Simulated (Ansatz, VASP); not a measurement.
## One calculation of Be, two programs

```
Be
1.0
    -1.26342    1.26342    1.26342
     1.26342   -1.26342    1.26342
     1.26342    1.26342   -1.26342
Be
1
Direct
  0.00000 0.00000 0.00000
```

The cell was built by a generator and needn't be a form met in nature.

Alike in both runs: task single point; functional r2SCAN; k mesh 10 × 10 × 10; occupations gaussian, width 0.0164 eV; no spin polarisation.

|  | VASP | Ansatz |
| --- | --- | --- |
| version | VASP 6.6.1 | Ansatz 0.2.0 |
| potentials or method | VASP PAW PBE potentials, release 64 (Be) | PAW plane waves |
| plane-wave cutoff (eV) | 520 | 500 |
| valence electrons in the cell | 2 | 2 |

|  | VASP | Ansatz | Ansatz less VASP |
| --- | --- | --- | --- |
| gap on the k mesh at the Fermi level (eV) | none | none | - |
| pressure (GPa) | -3.5 | -3.7 | -0.15 |

A gap of «none» marks a metal or a gap that the smearing closes. The functional is the same, so the differences come from potentials, cutoffs and numerics.

Caveats: the PAW data sets were made with another functional, which shifts forces and pressure a little (VASP).
